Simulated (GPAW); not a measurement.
# TePb (Fm-3m) in GPAW: notebook, part 2 of 2

GPAW 26.7.0. Earlier steps stand in the parts before.

## (3) One-shot levels of the hybrid HSE06, PBE

run.py reads:

```python
import numpy as np
import spglib
from ase import Atoms
from ase.dft.bandgap import bandgap
from ase.io import read, write
from ase.units import GPa
from gpaw import GPAW, PW
from gpaw.hybrids import NonSelfConsistentHybridXCCalculator
from gpaw.hybrids.energy import non_self_consistent_energy

atoms = read('TePb.cif')
cell, positions, numbers = spglib.find_primitive(
    (atoms.cell[:], atoms.get_scaled_positions(), atoms.numbers), symprec=1e-4)
atoms = Atoms(numbers, cell=cell, scaled_positions=positions, pbc=True)

calc = GPAW(mode=PW(500),
            xc='PBE',
            kpts={'size': (5, 5, 5), 'gamma': True},
            occupations={'name': 'fermi-dirac', 'width': 0.05},
            nbands=21,
            convergence={'density': 1e-05, 'energy': 1e-05, 'bands': 17, 'eigenstates': 1e-07},
            maxiter=150,
            txt='gpaw.txt')
atoms.calc = calc
energy = atoms.get_potential_energy()
forces = atoms.get_forces()
stress = atoms.get_stress()
calc.write('gs.gpw')
write('result.traj', atoms)
print(f'Energy: {energy:.6f} eV')
print('Forces (eV/A):')
print(forces.round(4))
print('Stress (GPa):', (stress / GPa).round(3))
print('Fermi level:', round(calc.get_fermi_level(), 4), 'eV')
print(f'Gap: {bandgap(calc)[0]:.4f} eV, direct: {bandgap(calc, direct=True)[0]:.4f} eV')

for xc in ['HSE06', 'PBE0', 'YS-PBE0']:
    e = non_self_consistent_energy(calc, xc).sum()
    print(f'{xc} energy on these orbitals: {e:.6f} eV')
    nsc = NonSelfConsistentHybridXCCalculator.from_dft_calculation(
        calc.dft, xc, log=f'levels-{xc}.txt')
    dft_skn, hyb_skn = nsc.calculate(calc.dft.ibzwfs, 0, 17)
    np.savetxt(f'levels-{xc}.dat', hyb_skn.reshape((-1, hyb_skn.shape[-1])), fmt='%.4f')
```

TePb.cif is that of step 2.

Potentials or basis: GPAW PAW data sets (gpaw-data 1.2.1), pw.

Launch:

```bash
$ OMP_NUM_THREADS=1 python run.py
```

gpaw.txt:

```text
__  _  _
 | _ |_)|_||  |
 |__||  | ||/\| - 26.7.0

Input parameters:
  mode=PW(ecut=500.0),
  convergence={'density': 1e-05, 'energy': 1e-05, 'bands': 17, 'eigenstates': 1e-07},
  kpts=MonkhorstPack(size=(5, 5, 5), gamma=True),
  maxiter=150,
  nbands=21,
  occupations=Occupations(name='fermi-dirac', width=0.05),
  xc=XC(name='PBE')

Diagonalizing LCAO Hamiltonian
Converting LCAO to pw mode

                 Te

       Pb

Atoms  # Å, Bohr magnetons
|   | symbol |        x |        y |        z |    initial magnetic moments |
|---|--------|----------|----------|----------|-----------------------------|
| 0 |     Pb | 0.000000 | 0.000000 | 0.000000 | ( 0.0000,  0.0000,  0.0000) |
| 1 |     Te | 3.231000 | 3.231000 | 3.231000 | ( 0.0000,  0.0000,  0.0000) |

Unit cell  # Å
| periodic |        x |        y |        z |  lengths |    angles |
|----------|----------|----------|----------|----------|-----------|
|      yes | 0.000000 | 3.231000 | 3.231000 | 4.569324 | 60.000000 |
|      yes | 3.231000 | 0.000000 | 3.231000 | 4.569324 | 60.000000 |
|      yes | 3.231000 | 3.231000 | 0.000000 | 4.569324 | 60.000000 |

Number of symmetries: 48
Symmetry operations  # r_c * U_cc + t_c -> r_c
|    | kind |            matrix            |
|----|------|------------------------------|
|  0 |  σ   |  1, 0, 0,  1, 0,-1,  1,-1, 0 |
|  1 |  C2  |  1, 0, 0,  1,-1, 0,  1, 0,-1 |
|  2 |  E   |  1, 0, 0,  0, 1, 0,  0, 0, 1 |
|  3 |  σ   |  1, 0, 0,  0, 0, 1,  0, 1, 0 |
|  4 |  C4  |  1, 0,-1,  1, 0, 0,  1,-1, 0 |
|  5 |  S6  |  1, 0,-1,  1,-1, 0,  1, 0, 0 |
|  6 |  σ   |  1, 0,-1,  0, 1,-1,  0, 0,-1 |
[... 172 lines left out ...]
|iter     | |      energy | eigst |  dens |
|---------|-|-------------|-------|-------|
|iter:   1| |   -7.902641 | +2.41 |       |
|iter:   2| |   -7.880207 | +0.73 | -1.35 |
|iter:   3| |   -7.793619 | -0.74 | -1.40 |
|iter:   4| |   -7.795239 | -2.79 | -2.00 |
|iter:   5| |   -7.795662 | -3.92 | -2.43 |
|iter:   6| |   -7.795671 | -5.56 | -3.34 |
|iter:   7| |   -7.795672c| -6.70 | -3.90 |
|iter:   8| |   -7.795672c| -7.19c| -4.65 |
|iter:   9| |   -7.795672c| -7.72c| -5.66c|

Converged in 9 steps
Energy contributions relative to reference atoms: (reference = -752065.146798)

Energy contributions:
  Kinetic:          19.949557
  Coulomb:         -20.244656
  Zero:              0.147930
  External:          0.000000
  Xc:               -7.648503
  Entropy:          -0.000002
  Spinorbit:         0.000000
  ----------------------------
  Free energy:      -7.795673
  Extrapolated:     -7.795672

dipole moment: (-27.310062, -27.310062, -27.310062)  # |e|*Ang

Fermi level: 6.132
Eigenvalues  # (at kpt = [0.000, 0.000, 0.000])
| band index |      eig [eV] | occ [0-2] |
|------------|---------------|-----------|
|          0 |       -11.051 |     2.000 |
|        ... |               |           |
|          2 |       -11.038 |     2.000 |
|          3 |       -11.038 |     2.000 |
|          4 |       -11.038 |     2.000 |
|          5 |        -6.329 |     2.000 |
|          6 |         0.140 |     2.000 |
|          7 |         4.302 |     2.000 |
[... 8 lines left out ...]
|         16 |        13.049 |     0.000 |
|         17 |        13.306 |     0.000 |
|        ... |               |           |
|         20 |        25.336 |     0.000 |

Gap: 1.185 eV
Transition (v -> c):
  (s=0, k=4, n=9, [0.40, 0.20, 0.20]) -> (s=0, k=9, n=10, [0.40, 0.40, 0.40])
Direct/indirect transitions are different
Direct gap: 1.199 eV
Transition at: (s=0, k=9, n=9, [0.40, 0.40, 0.40])

Forces  # eV/Ang
|       x |        y |        z |
|---------|----------|----------|
| 0.00000 |  0.00000 |  0.00000 |  # Pb   0
| 0.00000 | -0.00000 | -0.00000 |  # Te   1

Stress tensor  # eV/Ang^3
|         x |         y |         z |
|-----------|-----------|-----------|
| -0.010618 |  0.000000 | -0.000000 |
|  0.000000 | -0.010618 |  0.000000 |
| -0.000000 |  0.000000 | -0.010618 |

# Writing to gs.gpw (mode='')
```

stdout:

```text
Energy: -7.795672 eV
Forces (eV/A):
[[ 0.  0.  0.]
 [ 0. -0. -0.]]
Stress (GPa): [-1.701 -1.701 -1.701  0.    -0.     0.   ]
Fermi level: 6.132 eV
Gap: 1.1850 eV, direct: 1.1987 eV
IBZ(<points: 10, symmetries: 48>)
Occupied bands: 11
DFT energy: -7.79567215798988 eV
minus DFT-XC energy: 7.648502648875419 eV
Core-core contribution:          -3677.083
Valence-core contribution:         -48.270
Valence-valence contribution:      -39.460
HSE06 energy on these orbitals: -49.191691 eV
IBZ(<points: 10, symmetries: 48>)
Occupied bands: 11
DFT energy: -7.79567215798988 eV
minus DFT-XC energy: 7.648502648875419 eV
Core-core contribution:          -3677.083
Valence-core contribution:         -48.270
Valence-valence contribution:      -47.586
PBE0 energy on these orbitals: -12.755208 eV
IBZ(<points: 10, symmetries: 48>)
Occupied bands: 11
DFT energy: -7.79567215798988 eV
minus DFT-XC energy: 7.648502648875419 eV
Core-core contribution:          -3677.083
Valence-core contribution:         -48.270
Valence-valence contribution:      -38.228
YS-PBE0 energy on these orbitals: -2813.866855 eV
```

levels-HSE06.txt:

```text
IBZ(<points: 10, symmetries: 48>)
Occupied bands: 11
Calculating eigenvalues:
  k-points: 10
  Bands: 0-16 (inclusive)
HSE06-eigenvalue shifts:
  min: -2.007 eV
  ave: -0.616 eV
  max: 0.728 eV
```

Run time: 9.3 min. Hardware: 1 thread of Intel Xeon Platinum 8488C (Sapphire Rapids), shared host; peak memory 0.78 GiB.

Results:

```yaml
Free_energy: -7.7957 eV
Pressure: 1.7 GPa
Band_gap_of_the_one-shot_hybrid: 1.51 eV
Direct_band_gap_of_the_one-shot_hybrid: 1.51 eV
```

Levels at points of the mesh, in eV from the Fermi level:
```tsv
k point	band 7	band 8	band 9	band 10	band 11	band 12	band 13	band 14
(0.00, 0.00, 0.00)	-5.99	-1.83	-1.83	-1.83	3.59	3.59	3.59	5.36
```

Band gaps from one-shot exact exchange on these states (eV): hse06 1.51, pbe0 2.04, ys_pbe0 1.76

Caveat: the k mesh is coarse; the cutoff is short for stress and forces, so pressures can be off by a GPa or more; this odd mesh misses L, where the gap lies, so gap, dielectric constants and Born charges aren't listed; energy and the plain gap are those of the semilocal run; the hybrids' values are one shot on its orbitals and mesh. The run has no spin-orbit coupling, so splittings on Pb, Te are missing.
